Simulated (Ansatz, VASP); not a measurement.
# Ca: VASP beside Ansatz

```xyz
1
Lattice="0.0000 2.7491 2.8866 2.7491 0.0000 2.8866 2.7491 2.7491 0.0000" Properties=species:S:1:pos:R:3 pbc="T T T"
Ca    0.0000    0.0000    0.0000
```

Alike in both runs: task single point; functional PBEsol; k mesh 16 × 16 × 16; occupations gaussian, width 0.15 eV; no spin polarisation.

|  | VASP | Ansatz |
| --- | --- | --- |
| version | VASP 6.6.1 | Ansatz 0.2.0 |
| potentials or method | VASP PAW PBE potentials, release 64 (Ca_sv) | scalar-relativistic, plane waves, PAW |
| plane-wave cutoff (eV) | 520 | 420 |
| valence electrons in the cell | 10 | 10 |

VASP gave:

* gap on the k mesh at the Fermi level (eV): none
* pressure (GPa): -1.1
* largest component of the traceless stress (GPa): 0.30

Problem. Which values does Ansatz return?

Solution. gap on the k mesh at the Fermi level (eV): none; pressure (GPa): -1.2; largest component of the traceless stress (GPa): 0.30.

A gap of «none» marks a metal or a gap that the smearing closes.

Caveats: the PAW data sets were made with another functional, which shifts forces and pressure a little (VASP).
